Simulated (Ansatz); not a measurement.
**How far is PAW off for Te?**

```
Te
1.0
     4.17688   -2.33915    0.00000
     4.17688    2.33915    0.00000
    -0.12869    0.00000    3.90387
Te
3
Direct
  0.67600 0.67600 0.67500
  0.32400 0.32400 0.32500
  0.00000 0.00000 0.00000
```

Atoms are numbered in the order listed.

The geometry is COD entry 1533530, unchecked; take it as a test cell. The listed cell was then made from it by scaling, straining or moving an atom.

Spin–orbit coupling is left out, though it moves levels of the heavy atoms by tenths of an eV or more.

Levels of theory: DFT, PBE, PAW with Ansatz's default frozen-core files, scalar-relativistic (Ansatz 0.2.0); DFT, PBE, all-electron PAW with datasets made for the crystal, scalar-relativistic (Ansatz 0.2.0); DFT, PBE, all-electron LAPW, scalar-relativistic (Ansatz 0.2.0).

For PAW: a Γ-centred 8×8×8 k mesh, Fermi–Dirac smearing of 0.05 eV, cutoff 420 eV, no spin polarisation. The crystal-made all-electron datasets (AE datasets) take a cutoff of 180 eV at this cell. LAPW targets a basis error of 1 meV/atom. The Ansatz runs share mesh, smearing and spin set-up. Plane-wave (PAW) pressures include the program's estimate of the Pulay term.

Stress and pressure are positive in compression.

The change that made this cell: volume scaled by 0.96.

| quantity | PAW | AE datasets | LAPW |
| --- | --- | --- | --- |
| pressure (GPa) | 13.53 | 13.54 | 13.54 |
| stress xx (GPa) | 13.84 | 13.86 | 13.87 |
| stress yy (GPa) | 13.96 | 13.97 | 13.98 |
| stress zz (GPa) | 12.78 | 12.78 | 12.79 |
| stress xz (GPa) | 1.05 | 1.05 | 1.05 |
| force on Te1, x (eV/Å) | -0.576 | -0.576 | -0.576 |
